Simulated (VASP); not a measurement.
# Mg (P6_3/mmc) in VASP: further runs

Aim: see how the results for Mg move with the level of theory and the settings. Levels: revPBE+D3, revPBE+D3(BJ). Tasks: relaxation of cell and atoms.

All numbers are computed with VASP 6.6.1; they aren't measurements. Logs are shortened: lines on timing, memory, paths and dates and some standing lists are left out, and cuts for length are marked.

## Step 1: Starting point

The structure is hexagonal, space group P6_3/mmc (No. 194). Conventional cell: a = 3.209 Å, b = 3.209 Å, c = 5.210 Å, α = 90.00°, β = 90.00°, γ = 120.00°. Around Mg (site symmetry -6m2) lie 12 Mg at 3.20 to 3.21 Å.

## Step 2: Relaxation of cell and atoms, revPBE+D3

The input, INCAR:

```
SYSTEM = Mg
PREC = Accurate ; ENCUT = 600
EDIFF = 1E-7 ; ISMEAR = -1
SIGMA = 0.05 ; LREAL = .False.
LASPH = .True. ; NELM = 60
ALGO = Fast ; ISIF = 3
LWAVE = .False. ; LCHARG = .False.
GGA = RE ; IVDW = 11
IBRION = 2 ; NSW = 60
EDIFFG = -0.005
```

The input, KPOINTS:

```
Automatic mesh
0
Gamma
  10 10 5
  0 0 0
```

The input, POSCAR:

```
Mg
1.0
    3.2093000000      0.0000000000      0.0000000000
   -1.6046500000      2.7793353284      0.0000000000
    0.0000000000      0.0000000000      5.2103000000
Mg
2
Direct
    0.6666666667      0.3333333333      0.7500000000
    0.3333333333      0.6666666667      0.2500000000
```

Potentials or basis: VASP PAW PBE potentials, release 64 (Mg).

The run is started by

```
$ cat potpaw_PBE.64/Mg/POTCAR > POTCAR
$ mpirun -np 1 vasp_std > vasp.out
```

OUTCAR:

```text
SYSTEM = Mg
   PREC = Accurate
   ENCUT = 600
   EDIFF = 1E-7
   ISMEAR = -1
   LREAL = .False.
   LASPH = .True.
   NELM = 60
   ISIF = 3
   GGA = RE
   IVDW = 11
   IBRION = 2
   NSW = 60
   EDIFFG = -0.005
 IVDW          = 11

 ion  position               nearest neighbor table
   1  0.667  0.333  0.750-   2 3.20   2 3.20   2 3.20   2 3.20   2 3.20   2 3.20
   2  0.333  0.667  0.250-   1 3.20   1 3.20   1 3.20   1 3.20   1 3.20   1 3.20

  LATTYP: Found a hexagonal cell.
 ALAT       =     3.2093000000
 C/A-ratio  =     1.6235004518

  Lattice vectors:

 A1 = (   3.2093000000,   0.0000000000,   0.0000000000)
 A2 = (  -1.6046500000,   2.7793353284,   0.0000000000)
 A3 = (   0.0000000000,   0.0000000000,   5.2103000000)

Analysis of symmetry for initial positions (statically):
=====================================================================
 Subroutine PRICEL returns:
 Original cell was already a primitive cell.

 Routine SETGRP: Setting up the symmetry group for a
 hexagonal supercell.

 Subroutine GETGRP returns: Found 24 space group operations
 (whereof 12 operations were pure point group operations)
 out of a pool of 24 trial point group operations.

The static configuration has the point symmetry D_3d.
 The point group associated with its full space group is D_6h.

Analysis of symmetry for dynamics (positions and initial velocities):
=====================================================================
 Subroutine PRICEL returns:
 Original cell was already a primitive cell.

 Routine SETGRP: Setting up the symmetry group for a
 hexagonal supercell.

 Subroutine GETGRP returns: Found 24 space group operations
 (whereof 12 operations were pure point group operations)
 out of a pool of 24 trial point group operations.

The dynamic configuration has the point symmetry D_3d.
 The point group associated with its full space group is D_6h.

 Subroutine INISYM returns: Found 24 space group operations
 (whereof 12 operations are pure point group operations),
 and found     1 'primitive' translations

----------------------------------------------------------------------------------------

                                     Primitive cell

  volume of cell :      46.4744

  direct lattice vectors                    reciprocal lattice vectors
     3.209300000  0.000000000  0.000000000     0.311594429  0.179899127  0.000000000
    -1.604650000  2.779335328  0.000000000     0.000000000  0.359798255  0.000000000
     0.000000000  0.000000000  5.210300000     0.000000000  0.000000000  0.191927528

  length of vectors
     3.209300000  3.209300000  5.210300000     0.359798255  0.359798255  0.191927528

  position of ions in fractional coordinates (direct lattice)
     0.666666667  0.333333333  0.750000000
     0.333333333  0.666666667  0.250000000

  ion indices of the primitive-cell ions
   primitive index   ion index
                 1           1
                 2           2

----------------------------------------------------------------------------------------

 KPOINTS: Automatic mesh

Automatic generation of k-mesh.
 Grid dimensions read from file:
 generate k-points for:   10   10    5

 Generating k-lattice:

  Cartesian coordinates                     Fractional coordinates (reciprocal lattice)
     0.031159443  0.017989913  0.000000000     0.100000000 -0.000000000  0.000000000
     0.000000000  0.035979825  0.000000000     0.000000000  0.100000000  0.000000000
     0.000000000  0.000000000  0.038385506     0.000000000  0.000000000  0.200000000

  Length of vectors
     0.035979825  0.035979825  0.038385506

  Shift w.r.t. Gamma in fractional coordinates (k-lattice)
     0.000000000  0.000000000  0.000000000

 Subroutine IBZKPT returns following result:
 ===========================================

 Found     42 irreducible k-points:

 Following reciprocal coordinates:
            Coordinates               Weight
  0.000000  0.000000  0.000000      1.000000
  0.100000  0.000000  0.000000      6.000000
  0.200000  0.000000  0.000000      6.000000
  0.300000  0.000000  0.000000      6.000000
  0.400000  0.000000  0.000000      6.000000
  0.500000  0.000000  0.000000      3.000000
[... 16 lines left out ...]
  0.300000  0.100000  0.200000     24.000000
  0.400000  0.100000  0.200000     24.000000
 [... further k-points ...]
   k-points           NKPTS =     42   k-points in BZ     NKDIM =     42   number of bands    NBANDS=      6
   number of dos      NEDOS =    301   number of ions     NIONS =      2
   total plane-waves  NPLWV =  32928
   dimension x,y,z NGX =    28 NGY =   28 NGZ =   42
   dimension x,y,z NGXF=    56 NGYF=   56 NGZF=   84
   ions per type =               2
   NGX,Y,Z   is equivalent  to a cutoff of  14.50, 14.50, 13.40 a.u.
   NGXF,Y,Z  is equivalent  to a cutoff of  29.01, 29.01, 26.80 a.u.
 SYSTEM =  Mg
   PREC   = accura    normal or accurate (medium, high low for compatibility)
   ISTART =      0    job   : 0-new  1-cont  2-samecut
   ICHARG =      2    charge: 1-file 2-atom 10-const
   ISPIN  =      1    spin polarized calculation?
   LNONCOLLINEAR =      F non collinear calculations
   LSORBIT =      F    spin-orbit coupling
   LASPH  =      T    aspherical Exc in radial PAW
   ENCUT  =  600.0 eV  44.10 Ry    6.64 a.u.   6.41  6.41 10.41*2*pi/ulx,y,z
   NELM   =     60;   NELMIN=  2; NELMDL= -5     # of ELM steps
   EDIFF  = 0.1E-06   stopping-criterion for ELM
   LREAL  =      F    real-space projection
   EDIFFG = -.5E-02   stopping-criterion for IOM
   NSW    =     60    number of steps for IOM
   IBRION =      2    ionic relax: 0-MD 1-quasi-New 2-CG
   NFREE  =      1    steps in history (QN), initial steepest desc. (CG)
   ISIF   =      3    stress and relaxation
   ISYM   =      2    0-nonsym 1-usesym 2-fastsym
   POTIM  = 0.5000    time-step for ionic-motion
   TEBEG  =    0.0;   TEEND  =   0.0 temperature during run
   PSTRESS=    0.0 pullay stress
   NELECT =       4.0000    total number of electrons
   NUPDOWN=      -1.0000    fix difference up-down
   EMIN   =  10.00;   EMAX   =-10.00  energy-range for DOS
   EFERMI =   0.00;   METHOD = LEGACY
   ISMEAR =    -1;   SIGMA  =   0.05  broadening in eV -4-tet -1-fermi 0-gaus
   EFERMI_NEDOS =   21; number of points for ismear=-14 and -15
   IALGO  =     68    algorithm
   IMIX   =      4    mixing-type and parameters
     AMIX     =   0.40;   BMIX     =  1.00
     AMIX_MAG =   1.60;   BMIX_MAG =  1.00
  volume/ion in A,a.u.               =      23.24       156.81
  Fermi-wavevector in a.u.,A,eV,Ry     =   0.722809  1.365911  7.108401  0.522453
  Thomas-Fermi vector in A             =   1.812866
   LORBIT       =      0    0 simple, 1 ext, 2 COOP (PROOUT), +10 PAW based schemes
   GGA     = RE    functional components
   LHFCALC =     F    Hartree Fock is set to
   AEXX    =    0.0000 exact exchange contribution
   IVDW    =    11    specifies the selected vdW correction
   LEPSILON=     F    determine dielectric tensor
   LRPA    =     F    only Hartree local field effects (RPA)
 conjugate gradient relaxation of ions
 non-spin polarized calculation
 RMM-DIIS sequential band-by-band and
  energy-cutoff  :      600.00
  volume of cell :       46.47
 maximum number of plane-waves:      1578
 NGX is ok and might be reduce to    28
   NGX = 13   NGY = 13   NGZ = 21

--------------------------------------- Ionic step        1  -------------------------------------------

 number of electron       4.0000000 magnetization

 Free energy of the ion-electron system (eV)
  ---------------------------------------------------
  ext. energy  EPLUGINS =         0.00000000
  ---------------------------------------------------
  free energy    TOTEN  =        -2.71563124 eV

  energy without entropy =       -2.70397942  energy(sigma->0) =       -2.70980533

------------------------ aborting loop because EDIFF is reached ----------------------------------------

 Edisp (eV)   -0.69804

 E8    (eV) :    -0.3046

  FORCE on cell =-STRESS in cart. coord.  units (eV):
  Direction    XX          YY          ZZ          XY          YZ          ZX
  --------------------------------------------------------------------------------------
  -------------------------------------------------------------------------------------
  Total      -0.28233    -0.28233     0.01021     0.00000    -0.00000     0.00000
  in kB      -9.73306    -9.73306     0.35198     0.00000    -0.00000     0.00000
  external pressure =       -6.37 kB  Pullay stress =        0.00 kB

 VOLUME and BASIS-vectors are now :
 -----------------------------------------------------------------------------
  energy-cutoff  :      600.00
  volume of cell :       46.47
      direct lattice vectors                 reciprocal lattice vectors
     3.209300000  0.000000000  0.000000000     0.311594429  0.179899127  0.000000000
    -1.604650000  2.779335328  0.000000000     0.000000000  0.359798255  0.000000000
     0.000000000  0.000000000  5.210300000     0.000000000  0.000000000  0.191927528
[... 201 lines left out ...]
 POSITION                                       TOTAL-FORCE (eV/Angst)
 -----------------------------------------------------------------------------------
      1.57626      0.91005      3.95702         0.000000     -0.000000     -0.000000
     -0.00000      1.82010      1.31901        -0.000000      0.000000      0.000000
 -----------------------------------------------------------------------------------
    total drift:                                0.000000     -0.000000      0.000000

  FREE ENERGIE OF THE ION-ELECTRON SYSTEM (eV)
  ---------------------------------------------------
  free  energy   TOTEN  =        -3.4204586405 eV

  energy  without entropy=       -3.4124527040  energy(sigma->0) =       -3.41645567

--------------------------------------- Ionic step        7  -------------------------------------------

 number of electron       4.0000000 magnetization

 Free energy of the ion-electron system (eV)
  ---------------------------------------------------
  ext. energy  EPLUGINS =         0.00000000
  ---------------------------------------------------
  free energy    TOTEN  =        -2.71530338 eV

  energy without entropy =       -2.70726141  energy(sigma->0) =       -2.71128240

 E-fermi :   2.8207     XC(G=0):  -8.4367

 val. band max:        2.7575096169   @ k =   0.5000   0.0000   0.4000
 cond. band min:       2.8456801470   @ k =   0.4000   0.1000   0.4000
 fundamental gap:      0.0881705301
 Fermi energy:         2.8207045234

 k-point     1 :       0.0000    0.0000    0.0000
  band No.  band energies     occupation
      1      -4.2009      2.00000
      2       0.8967      2.00000
      3       1.2731      2.00000
      4      14.0955      0.00000
      5      14.0955      0.00000
      6      14.3320      0.00000

 k-point     2 :       0.1000    0.0000    0.0000
  band No.  band energies     occupation
      1      -3.9989      2.00000
      2       1.0820      2.00000
      3       1.4692      2.00000
      4      11.2577      0.00000
      5      12.7066      0.00000
      6      13.3900      0.00000
[... 181 lines left out ...]
 k-point    23 :       0.3000    0.1000    0.2000
  band No.  band energies     occupation
      1      -1.3992      2.00000
      2       1.6768      2.00000
      3       4.3210      0.00000
      4       5.8810      0.00000
      5       7.2169      0.00000
      6       8.5843      0.00000

 k-point    24 :       0.4000    0.1000    0.2000
  band No.  band energies     occupation
      1       0.1515      2.00000
      2       1.9892      2.00000
      3       3.3495      0.00005
      4       5.1186      0.00000
      5       7.0276      0.00000
      6       8.1008      0.00000

 [... further k-points ...]

------------------------ aborting loop because EDIFF is reached ----------------------------------------

 Edisp (eV)   -0.70517

 E8    (eV) :    -0.3085

  FORCE on cell =-STRESS in cart. coord.  units (eV):
  Direction    XX          YY          ZZ          XY          YZ          ZX
  --------------------------------------------------------------------------------------
  -------------------------------------------------------------------------------------
  Total      -0.00452    -0.00452     0.00388     0.00000    -0.00000     0.00000
  in kB      -0.15901    -0.15901     0.13649     0.00000    -0.00000     0.00000
  external pressure =       -0.06 kB  Pullay stress =        0.00 kB

 VOLUME and BASIS-vectors are now :
 -----------------------------------------------------------------------------
  energy-cutoff  :      600.00
  volume of cell :       45.51
      direct lattice vectors                 reciprocal lattice vectors
     3.154792021  0.000000000 -0.000000000     0.316978106  0.183007395 -0.000000000
    -1.577396010  2.732130034  0.000000000    -0.000000000  0.366014790 -0.000000000
    -0.000000000  0.000000000  5.279549164     0.000000000  0.000000000  0.189410112

 POSITION                                       TOTAL-FORCE (eV/Angst)
 -----------------------------------------------------------------------------------
      1.57740      0.91071      3.95966         0.000000     -0.000000      0.000000
     -0.00000      1.82142      1.31989        -0.000000      0.000000     -0.000000
 -----------------------------------------------------------------------------------
    total drift:                                0.000000     -0.000000      0.000000

  FREE ENERGIE OF THE ION-ELECTRON SYSTEM (eV)
  ---------------------------------------------------
  free  energy   TOTEN  =        -3.4204723639 eV

  energy  without entropy=       -3.4124303966  energy(sigma->0) =       -3.41645138

 reached required accuracy - stopping structural energy minimisation
```

It took 48 s on 1 thread of Intel Xeon Platinum 8488C (Sapphire Rapids), shared host; peak memory 0.19 GiB.

Results:

- Free energy: -3.4205 eV
- Relaxed volume: 22.75 Å³/atom
- Relaxed cell: a = 3.155 Å, b = 3.155 Å, c = 5.280 Å, α = 90.00°, β = 90.00°, γ = 120.00°
- Space group after relaxing (to 0.05 Å): P6_3/mmc (No. 194)
- Energy gained by relaxing: 3.4 meV/atom
- Ionic steps: 7
- Pressure after relaxing: 0.0 GPa
- Band gap on the k mesh: none (metal or under the smearing width)
- Dispersion energy per atom: -0.353 eV

Step by step:
```
step  energy change (eV)  largest force (eV/Å)  pressure (GPa)  volume (Å³)
   1              0.0000                0.0000           -0.64        46.47
   2             -0.0032                0.0000           -0.26        45.85
   3             -0.0051                0.0000            0.30        45.01
   4             -0.0064                0.0000            0.29        45.06
   5             -0.0064                0.0000            0.28        45.06
   6             -0.0068                0.0000            0.06        45.41
   7             -0.0068                0.0000           -0.01        45.51
```

Final structure:
```xyz
2
Lattice="3.1548 0.0000 0.0000 -1.5774 2.7321 0.0000 0.0000 0.0000 5.2795" Properties=species:S:1:pos:R:3 pbc="T T T"
Mg    1.5774    0.9107    3.9597
Mg    0.0000    1.8214    1.3199
```

Levels at points of the mesh, in eV from the Fermi level:
```tsv
k point	band 1	band 2	band 3	band 4	band 5	band 6
(0.00, 0.00, 0.00)	-7.02	-1.92	-1.55	11.27	11.27	11.51
(0.50, 0.00, 0.00)	-2.15	-2.07	2.58	2.89	3.07	3.56
```

Caveat: the PAW data sets were made with another functional, which shifts forces and pressure a little; pairwise dispersion overbinds metals, which lowers pressure and volume.

## Step 3: Relaxation of cell and atoms, revPBE+D3(BJ)

The input, INCAR:

```
SYSTEM = Mg
  PREC = Accurate
  ENCUT = 600
  EDIFF = 1E-6
  ISMEAR = -1
  SIGMA = 0.05
  LREAL = .False.
  LASPH = .True.
  NELM = 100
  ALGO = Fast
  ISIF = 3
  LWAVE = .False.
  LCHARG = .False.
  GGA = RE
  IVDW = 12
  IBRION = 2
  NSW = 40
  EDIFFG = -0.01
```

KPOINTS is that of step 2.

POSCAR is that of step 2.

Potentials or basis: VASP PAW PBE potentials, release 64 (Mg).

The run is started by

```
$ cat potpaw_PBE.64/Mg/POTCAR > POTCAR
$ mpirun -np 1 vasp_std > vasp.out
```

It took 50 s on 1 thread of Intel Xeon Platinum 8488C (Sapphire Rapids), shared host; peak memory 0.2 GiB.

Results (log left out):

| Item | Value |
| --- | --- |
| Free energy | -3.8366 eV |
| Relaxed volume | 21.20 Å³/atom |
| Relaxed cell | a = 3.085 Å, b = 3.085 Å, c = 5.144 Å, α = 90.00°, β = 90.00°, γ = 120.00° |
| Space group after relaxing (to 0.05 Å) | P6_3/mmc (No. 194) |
| Energy gained by relaxing | 24.4 meV/atom |
| Ionic steps | 10 |
| Pressure after relaxing | 0.0 GPa |
| Band gap on the k mesh | none (metal or under the smearing width) |
| Dispersion energy per atom | -0.587 eV |

Step by step:
| step | energy change (eV) | largest force (eV/Å) | pressure (GPa) | volume (Å³) |
| --- | --- | --- | --- | --- |
| 1 | 0.0000 | 0.0000 | -3.25 | 46.47 |
| 2 | -0.0437 | 0.0000 | -0.97 | 43.37 |
| 3 | -0.0473 | 0.0000 | -0.01 | 42.35 |
| 4 | -0.0474 | 0.0000 | 0.07 | 42.27 |
| 5 | -0.0481 | 0.0000 | 0.08 | 42.28 |
| 6 | -0.0485 | 0.0000 | 0.08 | 42.33 |
| 7 | -0.0488 | 0.0000 | 0.08 | 42.31 |
| 8 | -0.0488 | 0.0000 | 0.08 | 42.31 |
| 9 | -0.0488 | 0.0000 | 0.08 | 42.31 |
| 10 | -0.0489 | 0.0000 | -0.01 | 42.41 |

Final structure:
```xyz
2
Lattice="3.0853 0.0000 0.0000 -1.5427 2.6720 0.0000 0.0000 0.0000 5.1439" Properties=species:S:1:pos:R:3 pbc="T T T"
Mg    1.5427    0.8907    3.8579
Mg    0.0000    1.7813    1.2860
```

Levels at points of the mesh, in eV from the Fermi level:
```csv
k point,band 1,band 2,band 3,band 4,band 5
"(0.00, 0.00, 0.00)",-7.34,-2.04,-1.52,11.66,11.66
"(0.50, 0.00, 0.00)",-2.28,-2.15,2.69,2.91,3.30
```

Caveat: the PAW data sets were made with another functional, which shifts forces and pressure a little; pairwise dispersion overbinds metals, which lowers pressure and volume.
